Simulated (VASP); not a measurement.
# Cs2SnI6 (Fm-3m) in VASP: settings compared, part 2 of 2

VASP 6.6.1. Earlier steps stand in the parts before.

## (3) Relaxation of cell and atoms, PBE+D3(BJ)

This run uses another cell than the first one, of 43.67 Å³/atom, 1.014 times its volume.

Input file INCAR:

```
SYSTEM = Cs2SnI6
ALGO = Normal
EDIFF = 1E-6
EDIFFG = -0.01
ENCUT = 600
GGA = PE
IBRION = 2
ISIF = 3
ISMEAR = 0
IVDW = 12
KPAR = 2
LASPH = .TRUE.
LCHARG = .FALSE.
LREAL = .FALSE.
LWAVE = .FALSE.
NELM = 80
NSW = 90
PREC = Accurate
SIGMA = 0.03
```

Input file KPOINTS:

```
k-points
0
G
  6 6 6
  0 0 0
```

Input file POSCAR:

```
Cs2SnI6
1.0
    0.0000000000      5.8138000000      5.8138000000
    5.8138000000      0.0000000000      5.8138000000
    5.8138000000      5.8138000000      0.0000000000
Cs Sn I
2 1 6
Direct
    0.2500000000      0.2500000000      0.2500000000
    0.7500000000      0.7500000000      0.7500000000
    0.0000000000      0.0000000000      0.0000000000
    0.7546400000      0.2453600000      0.2453600000
    0.2453600000      0.7546400000      0.2453600000
    0.2453600000      0.7546400000      0.7546400000
    0.7546400000      0.2453600000      0.7546400000
    0.2453600000      0.2453600000      0.7546400000
    0.7546400000      0.7546400000      0.2453600000
```

Potentials or basis: VASP PAW PBE potentials, release 64 (Cs_sv, Sn_d, I).

Run with:

```bash
cat potpaw_PBE.64/Cs_sv/POTCAR potpaw_PBE.64/Sn_d/POTCAR potpaw_PBE.64/I/POTCAR > POTCAR
mpirun -np 2 vasp_std > vasp.out
```

OUTCAR:

```text
SYSTEM = Cs2SnI6
   EDIFF = 1E-6
   EDIFFG = -0.01
   ENCUT = 600
   GGA = PE
   IBRION = 2
   ISIF = 3
   ISMEAR = 0
   IVDW = 12
   LASPH = .TRUE.
   LREAL = .FALSE.
   NELM = 80
   NSW = 90
   PREC = Accurate
 IVDW          = 12

 ion  position               nearest neighbor table
   1  0.250  0.250  0.250-
   2  0.750  0.750  0.750-
   3  0.000  0.000  0.000-   4 2.85   5 2.85   6 2.85   7 2.85   8 2.85   9 2.85
   4  0.755  0.245  0.245-   3 2.85
   5  0.245  0.755  0.245-   3 2.85
   6  0.245  0.755  0.755-   3 2.85
   7  0.755  0.245  0.755-   3 2.85
   8  0.245  0.245  0.755-   3 2.85
   9  0.755  0.755  0.245-   3 2.85

  LATTYP: Found a face centered cubic cell.
 ALAT       =    11.6276000000

  Lattice vectors:

 A1 = (   0.0000000000,   5.8138000000,   5.8138000000)
 A2 = (   5.8138000000,   0.0000000000,   5.8138000000)
 A3 = (   5.8138000000,   5.8138000000,   0.0000000000)

Analysis of symmetry for initial positions (statically):
=====================================================================
 Subroutine PRICEL returns:
 Original cell was already a primitive cell.

 Routine SETGRP: Setting up the symmetry group for a
[... 164 lines left out ...]

--------------------------------------- Ionic step        1  -------------------------------------------

 number of electron      73.9999996 magnetization

 Free energy of the ion-electron system (eV)
  ---------------------------------------------------
  ext. energy  EPLUGINS =         0.00000000
  ---------------------------------------------------
  free energy    TOTEN  =       -22.82132365 eV

  energy without entropy =      -22.82132345  energy(sigma->0) =      -22.82132355

------------------------ aborting loop because EDIFF is reached ----------------------------------------

 Edisp (eV)   -2.50293

 E8    (eV) :    -1.2193
[... 126 lines left out ...]
  FREE ENERGIE OF THE ION-ELECTRON SYSTEM (eV)
  ---------------------------------------------------
  free  energy   TOTEN  =       -25.3517177122 eV

  energy  without entropy=      -25.3516079371  energy(sigma->0) =      -25.35166282

[... ionic steps 4 to 8 ...]

--------------------------------------- Ionic step        9  -------------------------------------------

 number of electron      73.9999999 magnetization

------------------------ aborting loop because EDIFF is reached ----------------------------------------
[... 89 lines left out ...]
--------------------------------------- Ionic step       11  -------------------------------------------

 number of electron      73.9999999 magnetization

 Free energy of the ion-electron system (eV)
  ---------------------------------------------------
  ext. energy  EPLUGINS =         0.00000000
  ---------------------------------------------------
  free energy    TOTEN  =       -22.86489813 eV

  energy without entropy =      -22.86453793  energy(sigma->0) =      -22.86471803

 E-fermi :   1.9216     XC(G=0):  -7.9460

 val. band max:        1.8988554725   @ k =   0.0000   0.0000   0.0000
 cond. band min:       2.2119388540   @ k =   0.1667   0.0000   0.0000
 fundamental gap:      0.3130833815
 Fermi energy:         1.9215977297

 k-point     1 :       0.0000    0.0000    0.0000
  band No.  band energies     occupation
      1     -19.5303      2.00000
      2     -19.5303      2.00000
      3     -19.4842      2.00000
      4     -19.4842      2.00000
      5     -19.4842      2.00000
      6     -18.5232      2.00000
[... 781 lines left out ...]
  FREE ENERGIE OF THE ION-ELECTRON SYSTEM (eV)
  ---------------------------------------------------
  free  energy   TOTEN  =       -25.3581559249 eV

  energy  without entropy=      -25.3577957232  energy(sigma->0) =      -25.35797582

 reached required accuracy - stopping structural energy minimisation
```

OSZICAR:

```text
N       E                     dE             d eps       ncg     rms          rms(c)
DAV:   1     0.627389438783E+03    0.62739E+03   -0.31693E+04  1408   0.163E+03
[... 87 lines left out ...]
  10 F= -.25358069E+02 E0= -.25357889E+02  d E =0.566217E-05
       N       E                     dE             d eps       ncg     rms          rms(c)
DAV:   1    -0.228653976236E+02    0.21888E-02   -0.16072E-02  1748   0.711E-01    0.132E-01
DAV:   2    -0.228650228522E+02    0.37477E-03   -0.88588E-04  1676   0.180E-01    0.584E-02
DAV:   3    -0.228649019607E+02    0.12089E-03   -0.27861E-04  1820   0.904E-02    0.212E-02
DAV:   4    -0.228648974336E+02    0.45271E-05   -0.16453E-05  1916   0.205E-02    0.163E-02
DAV:   5    -0.228648981315E+02   -0.69791E-06   -0.33540E-06  1344   0.105E-02
  11 F= -.25358156E+02 E0= -.25357976E+02  d E =-.813082E-04
```

CONTCAR:

```text
Cs2SnI6
   1.00000000000000
     0.0000000000000000    5.8220880563008590    5.8220880563008590
     5.8220880563008590    0.0000000000000001    5.8220880563008590
     5.8220880563008590    5.8220880563008590   -0.0000000000000000
  Cs              Sn              I
     2     1     6
Direct
     0.2500000000000000    0.2500000000000000    0.2500000000000000
     0.7500000000000000    0.7500000000000000    0.7500000000000000
     0.0000000000000000    0.0000000000000000    1.0000000000000000
     0.7514199968861328    0.2485800031138671    0.2485800031138671
     0.2485800031138671    0.7514199968861328    0.2485800031138671
     0.2485800031138671    0.7514199968861328    0.7514199968861328
     0.7514199968861328    0.2485800031138671    0.7514199968861328
     0.2485800031138671    0.2485800031138671    0.7514199968861328
     0.7514199968861328    0.7514199968861328    0.2485800031138671

  0.00000000E+00  0.00000000E+00  0.00000000E+00
  0.00000000E+00  0.00000000E+00  0.00000000E+00
  0.00000000E+00  0.00000000E+00  0.00000000E+00
  0.00000000E+00  0.00000000E+00  0.00000000E+00
  0.00000000E+00  0.00000000E+00  0.00000000E+00
  0.00000000E+00  0.00000000E+00  0.00000000E+00
  0.00000000E+00  0.00000000E+00  0.00000000E+00
  0.00000000E+00  0.00000000E+00  0.00000000E+00
  0.00000000E+00  0.00000000E+00  0.00000000E+00
```

Wall time 32 min (2 MPI ranks of Intel Xeon Platinum 8375C at 2.90GHz (Ice Lake), shared host); peak memory 0.94 GiB.

What came out:

- Free energy: -25.3582 eV
- Relaxed volume: 43.86 Å³/atom
- Relaxed cell: a = 8.234 Å, b = 8.234 Å, c = 8.234 Å, α = 60.00°, β = 60.00°, γ = 60.00°
- Space group after relaxing (to 0.05 Å): Fm-3m (No. 225)
- Energy gained by relaxing: 3.8 meV/atom
- Ionic steps: 11
- Pressure after relaxing: 0.0 GPa
- Band gap on the k mesh: none (metal or under the smearing width)
- Dispersion energy per atom: -0.277 eV

The path:
```csv
step,energy change (eV),largest force (eV/Å),pressure (GPa),volume (Å³)
1,0.0000,0.2869,0.58,393.02
2,-0.0275,0.0597,-0.09,402.08
3,-0.0275,0.0602,-0.10,402.06
4,-0.0275,0.0643,-0.08,401.88
5,-0.0291,0.0566,-0.06,400.77
6,-0.0327,0.0356,-0.01,397.46
7,-0.0323,0.0164,0.09,390.89
8,-0.0338,0.0133,0.03,394.41
9,-0.0338,0.0120,0.03,394.26
10,-0.0338,0.0123,-0.03,395.15
11,-0.0339,0.0001,0.01,394.70
```

Final structure:
```yaml
crystal:
  lattice:
    - [0.00000, 5.82209, 5.82209]
    - [5.82209, 0.00000, 5.82209]
    - [5.82209, 5.82209, 0.00000]
  atoms:
    - { symbol: Cs, position: [0.25000, 0.25000, 0.25000] }
    - { symbol: Cs, position: [0.75000, 0.75000, 0.75000] }
    - { symbol: Sn, position: [0.00000, 0.00000, 0.00000] }
    - { symbol: I, position: [0.75142, 0.24858, 0.24858] }
    - { symbol: I, position: [0.24858, 0.75142, 0.24858] }
    - { symbol: I, position: [0.24858, 0.75142, 0.75142] }
    - { symbol: I, position: [0.75142, 0.24858, 0.75142] }
    - { symbol: I, position: [0.24858, 0.24858, 0.75142] }
    - { symbol: I, position: [0.75142, 0.75142, 0.24858] }
```

Caveat: pairwise dispersion overbinds metals, which lowers pressure and volume. Zero-point motion and thermal expansion aren't in these numbers.

## (4) Relaxation of cell and atoms, PBE+D3(BJ)

This run uses another cell than the first one, of 43.86 Å³/atom, 1.018 times its volume.

INCAR, as its differences from that of step 3:

```diff
@@ -2,4 +2,4 @@
 ALGO = Normal
-EDIFF = 1E-6
-EDIFFG = -0.01
+EDIFF = 1E-7
+EDIFFG = -0.005
 ENCUT = 600
```

KPOINTS is that of step 3.

Input file POSCAR:

```
Cs2SnI6                                 
1.0
    0.0000000000      5.8220880563      5.8220880563
    5.8220880563      0.0000000000      5.8220880563
    5.8220880563      5.8220880563     -0.0000000000
  Cs              Sn              I             
     2     1     6
Direct
     0.2500000000000000    0.2500000000000000    0.2500000000000000
     0.7500000000000000    0.7500000000000000    0.7500000000000000
     0.0000000000000000    0.0000000000000000    1.0000000000000000
     0.7514199968861328    0.2485800031138671    0.2485800031138671
     0.2485800031138671    0.7514199968861328    0.2485800031138671
     0.2485800031138671    0.7514199968861328    0.7514199968861328
     0.7514199968861328    0.2485800031138671    0.7514199968861328
     0.2485800031138671    0.2485800031138671    0.7514199968861328
     0.7514199968861328    0.7514199968861328    0.2485800031138671
```

Run with:

```bash
cat potpaw_PBE.64/Cs_sv/POTCAR potpaw_PBE.64/Sn_d/POTCAR potpaw_PBE.64/I/POTCAR > POTCAR
mpirun -np 2 vasp_std > vasp.out
```

Wall time 6.8 min (2 MPI ranks of Intel Xeon Platinum 8375C at 2.90GHz (Ice Lake), shared host); peak memory 0.84 GiB.

The run converged. Its results:

```
Free energy                : -25.3582 eV
Pressure after relaxing    : 0.0 GPa
Band gap on the k mesh     : none (metal or under the smearing width)
Dispersion energy per atom : -0.277 eV
```

Final structure:
```
Cs Sn I
1.0
     0.00000    5.82209    5.82209
     5.82209    0.00000    5.82209
     5.82209    5.82209    0.00000
Cs Sn I
2 1 6
Direct
  0.25000 0.25000 0.25000
  0.75000 0.75000 0.75000
  0.00000 0.00000 0.00000
  0.75142 0.24858 0.24858
  0.24858 0.75142 0.24858
  0.24858 0.75142 0.75142
  0.75142 0.24858 0.75142
  0.24858 0.24858 0.75142
  0.75142 0.75142 0.24858
```

Levels at points of the mesh, in eV from the Fermi level:
| k point | band 35 | band 36 | band 37 | band 38 | band 39 | band 40 |
| --- | --- | --- | --- | --- | --- | --- |
| (0.00, 0.00, 0.00) | -0.06 | -0.02 | -0.02 | -0.02 | 3.89 | 3.89 |
| (0.50, 0.00, 0.00) | -0.43 | -0.31 | -0.31 | 0.96 | 3.36 | 4.97 |
| (0.50, 0.50, 0.00) | -0.72 | -0.63 | -0.05 | 1.32 | 4.40 | 4.40 |

Caveat: the relaxation stopped at its first step, so nothing moved; pairwise dispersion overbinds metals, which lowers pressure and volume.
